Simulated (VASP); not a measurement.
Here is a VASP 6.6.1 calculation.

Contents of INCAR:

```
SYSTEM = KTaO3
PREC     = Accurate       ! precision mode
ENCUT    = 520            ! plane-wave cutoff, eV
EDIFF    = 1E-7           ! SCF threshold, eV
ISMEAR   = 0              ! smearing method
SIGMA    = 0.02           ! smearing width, eV
LREAL    = .False.        ! projectors in reciprocal space
LASPH    = .True.         ! aspherical terms in the spheres
NELM     = 100            ! most SCF steps
ALGO     = Fast           ! electronic algorithm
ISIF     = 2              ! what is computed and relaxed
LWAVE    = .False.        ! write WAVECAR
LCHARG   = .False.        ! write CHGCAR
GGA      = PS             ! functional
NBANDS   = 27             ! bands
```

Contents of KPOINTS:

```
Automatic mesh
0
Gamma
  8 8 8
  0 0 0
```

The input POSCAR:

```
KTaO3
1.0
    3.9853843300      0.0000000000      0.0000000000
    0.0000000000      3.9853843300      0.0000000000
    0.0000000000      0.0000000000      3.9853843300
K Ta O
1 1 3
Direct
    0.5000000000      0.5000000000      0.5000000000
    0.0000000000      0.0000000000      0.0000000000
    0.5000000000      0.0000000000      0.0000000000
    0.0000000000      0.5000000000      0.0000000000
    0.0000000000      0.0000000000      0.5000000000
```

Potentials or basis: VASP PAW PBE potentials, release 64 (K_sv, Ta_pv, O).

Command:

```bash
$ cat potpaw_PBE.64/K_sv/POTCAR potpaw_PBE.64/Ta_pv/POTCAR potpaw_PBE.64/O/POTCAR > POTCAR
$ mpirun -np 1 vasp_std > vasp.out
```

(1) What does it give for the band gap on the k mesh?

(2) Predict the pressure.

Answers

(1) 2.09 eV, indirect (least direct gap 2.71 eV).

(2) 0.7 GPa.

Caveat: the PAW data sets were made with another functional, which shifts forces and pressure a little; spin-orbit coupling is left out, which moves the levels of the heavy elements.
